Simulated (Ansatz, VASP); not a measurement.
## Two plane-wave programs on Hf

Contents of INCAR:

```
SYSTEM = Hf
PREC     = Accurate       ! precision mode
ENCUT    = 600            ! plane-wave cutoff, eV
EDIFF    = 1E-6           ! SCF threshold, eV
ISMEAR   = 0              ! smearing method
SIGMA    = 0.1            ! smearing width, eV
LREAL    = .FALSE.        ! projectors in reciprocal space
LASPH    = .TRUE.         ! aspherical terms in the spheres
NELM     = 100            ! most SCF steps
ALGO     = Normal         ! electronic algorithm
ISIF     = 3              ! what is computed and relaxed
LWAVE    = .FALSE.        ! write WAVECAR
LCHARG   = .FALSE.        ! write CHGCAR
GGA      = PS             ! functional
IBRION   = 2              ! ionic algorithm
NSW      = 80             ! ionic steps
EDIFFG   = -0.01          ! ionic threshold
```

The input KPOINTS:

```
regular mesh
0
G
  16 16 16
  0 0 0
```

File POSCAR:

```
Hf
1.0
   -1.7475627141      1.7475627141      1.7475627141
    1.7475627141     -1.7475627141      1.7475627141
    1.7475627141      1.7475627141     -1.7475627141
Hf
1
Direct
    0.0000000000      0.0000000000      0.0000000000
```

Input for Ansatz:

```yaml
crystal:
  lattice:
    - [-1.7475627141, 1.7475627141, 1.7475627141]
    - [1.7475627141, -1.7475627141, 1.7475627141]
    - [1.7475627141, 1.7475627141, -1.7475627141]
  atoms:
    - { symbol: Hf, position: [0.0, 0.0, 0.0] }
basis:
  ecutwfc: 420
kpoints:
  mp_grid: { grid: [16, 16, 16] }
hamiltonian:
  xc: pbesol
scf:
  occupations: { method: gaussian, width: 0.1 }
output:
  forces: true
  stress: true
  eigenvalues: true
relax:
  adjacent_minimum: "off"
  f_tol: 0.01
  max_steps: 60
  cell: { stress_tol: 0.1 }
```

Alike in both runs: task relaxation of cell and atoms; functional PBEsol; k mesh 16 × 16 × 16; occupations gaussian, width 0.1 eV; no spin polarisation.

|  | VASP | Ansatz |
| --- | --- | --- |
| version | VASP 6.6.1 | Ansatz 0.2.0 |
| potentials or method | VASP PAW PBE potentials, release 64 (Hf_pv) | scalar-relativistic, plane waves, PAW |
| plane-wave cutoff (eV) | 600 | 420 |
| valence electrons in the cell | 10 | 26 |

|  | VASP | Ansatz | Ansatz less VASP |
| --- | --- | --- | --- |
| gap on the k mesh at the Fermi level, each at its own relaxed structure (eV) | none | none | - |
| relaxed volume (Å³/atom) | 21.22 | 21.27 | +0.051 |
| relaxed cell length with the largest relative difference (Å) | 3.021 | 3.023 | +0.0024 |

A gap of «none» marks a metal or a gap that the smearing closes. The two sets of potentials don't hold the same shells in valence.

Caveats: the PAW data sets were made with another functional, which shifts forces and pressure a little (VASP). The runs have no spin-orbit coupling, so splittings on Hf are missing.
